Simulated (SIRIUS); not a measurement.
**Au: equation of state with PBE**

Crystal: Au.

```xyz
1
Lattice="0.0000 2.0350 2.0350 2.0350 0.0000 2.0350 2.0350 2.0350 0.0000" Properties=species:S:1:pos:R:3 pbc="T T T"
Au    0.0000    0.0000    0.0000
```

| Property | Result |
| --- | --- |
| Program | SIRIUS 7.10.0 |
| Task | equation of state |
| Functional | PBE |
| Potentials or basis | PseudoDojo 0.4.1 PBE standard (scalar relativistic) |
| Cutoff | 1054 eV |
| Density cutoff | 4214 eV |
| k mesh | 11 × 11 × 11 |
| Occupations | fermi-dirac, width 0.05 eV |
| Spin | no spin polarisation |
| Libxc names | ["XC_GGA_X_PBE", "XC_GGA_C_PBE"] |

- Equilibrium volume: 17.91 Å³/atom (rough: see the caveat)
- Bulk modulus: 143 GPa (rough)

Energy against volume, from the lowest point:
| volume (Å³/atom) | energy (meV/atom) |
| --- | --- |
| 15.843 | 140.36 |
| 16.181 | 93.81 |
| 16.518 | 58.09 |
| 16.855 | 31.91 |
| 17.192 | 14.15 |
| 17.529 | 3.81 |
| 17.866 | 0.00 |

All runs of the series together: 3.9 min on 1 thread of Arm Neoverse V1, on a shared host.

Caveat: the minimum lies outside the volumes run. Spin-orbit coupling is left out, which matters for the levels of Au.
